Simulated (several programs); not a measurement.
**Many methods on one cell: BaO (Fm-3m)**

BaO (started from an entry of an open crystallographic database), relaxed with r2SCAN in Ansatz, was computed with several methods. The symmetry is Fm-3m (No. 225, cubic); a = 5.544 Å in the conventional setting, 21.30 Å³ an atom. Ba has 6 O at 2.77 Å; O has 6 Ba at 2.77 Å. (Simulation; spin polarisation is off.)

Space group Fm-3m (No. 225). a = 5.544 Å, b = 5.544 Å, c = 5.544 Å, α = 90.00°, β = 90.00°, γ = 90.00°

| atom | site | symmetry | x | y | z |
| --- | --- | --- | --- | --- | --- |
| Ba | 4a | m-3m | 0.0000 | 0.0000 | 0.0000 |
| O | 4b | m-3m | 0.5000 | 0.0000 | 0.0000 |

Gaps and times are for a single point on this cell; volume and bulk modulus come from each method's own relaxation or energy curve at fixed shape. Times are rough, from shared hosts (Arm Neoverse V1; Arm Neoverse V2; Intel Xeon Platinum 8259CL CPU @ 2.50GHz), and each method has its own mesh and cell size. A dagger marks a closed or tiny gap in a crystal that DFT finds insulating: a failure of the method or a wrong SCF state. PM6 (MOPAC), PM7 (MOPAC), GFN2-xTB (tblite) treat a cluster of cells at its zone centre, which samples few k points: where these miss a band edge, the gap comes out too large for that reason alone. Gaps from k meshes are read at a limited set of points (mesh, symmetry points, PBE's band edges), so each method's own least gap may be somewhat smaller. xTB and the PM methods were fitted mostly to molecules, and can miss a solid's gap by electronvolts. Minimal bases can be far off for gaps. Times of the plane-wave ladder aren't listed, since it ran on unlike processors and cards. GLLB-SC's gap includes the derivative discontinuity. G0W0 is at finite bands, cutoff and mesh. d marks a direct gap, i an indirect one (no mark: not told apart), a dash a value that wasn't computed or didn't pass its checks.

| method | kind | gap (eV) | own volume (Å³/atom) | bulk modulus (GPa) | atoms computed | processor time |
| --- | --- | --- | --- | --- | --- | --- |
| PBEsol | semilocal | – | 20.68 | – | 2 | – |
| light PBE (260 eV and a coarse mesh) | light plane-wave | 2.08 d | – | – | 2 | 0.89 s |
| LDA | semilocal | 1.91 d | 20.06 | – | 2 | – |
| PBE | semilocal | 2.05 d | 21.64 | 69 | 2 | – |
| r2SCAN | semilocal | 2.38 d | 21.30 | 76 | 2 | – |
| PM7 (MOPAC) | semi-empirical | 2.62 | – | – | cluster | 6.5 s |
| GFN2-xTB (tblite) | tight binding | 0.00† | – | – | cluster | 6.7 s |
| PBE+SOC | semilocal | 2.01 d | – | – | 2 | – |
| GLLB-SC (GPAW) | model potential | 4.54 | – | – | 2 | 8.2 s |
| PBE/SZV (CP2K) | small basis | overlap 0.20† | – | – | 2 | 12 s |
| G0W0@LDA (140 eV screening cutoff) | many-body | 3.25 | – | – | 2 | – |
| PM6 (MOPAC) | semi-empirical | 2.67 | – | – | cluster | 23 s |
| PBE/DZVP (CP2K) | small basis | 2.19 d | 22.29 | 70 | 2 | 26 s |
| G0W0@PBE (260 eV screening cutoff) | many-body | 3.36 | – | – | 2 | – |
| G0W0@r2SCAN (180 eV screening cutoff) | many-body | 3.40 | – | – | 2 | – |
| G0W0@PBE0 (180 eV screening cutoff) | many-body | 4.09 | – | – | 2 | – |
| G0W0@HSE06 (180 eV screening cutoff) | many-body | 3.86 | – | – | 2 | – |
| PBE/single zeta (GPAW) | small basis | 1.76 d | – | – | 2 | 49 s |
| PBE0 | hybrid | 4.05 d | – | – | 2 | – |
| HSE06 | hybrid | 3.32 d | 21.16 | – | 2 | – |
| DDH-PBE0 | hybrid | 3.96 d | – | – | 2 | – |
| r2SCANh | hybrid | 3.12 d | – | – | 2 | – |
| r2SCAN0 | hybrid | 4.27 d | – | – | 2 | – |
| HSE06+SOC | hybrid | 3.28 d | – | – | 2 | – |

Against HSE06 (3.32 eV) and with closed or daggered gaps left aside, the nearest gap at the points sampled is that of G0W0@PBE (260 eV screening cutoff) (+0.04 eV) and the farthest that of PBE/single zeta (GPAW) (-1.56 eV). HSE06 is only a yardstick of convenience, and nearness to it can be luck.

Volumes against r2SCAN's: PBEsol -2.9 %, LDA -5.8 %, PBE +1.6 %, PBE/DZVP (CP2K) +4.6 %, HSE06 -0.6 %.

Runs without a result: GFN1-xTB (tblite) (single point).

Only the rows marked +SOC include spin-orbit coupling.
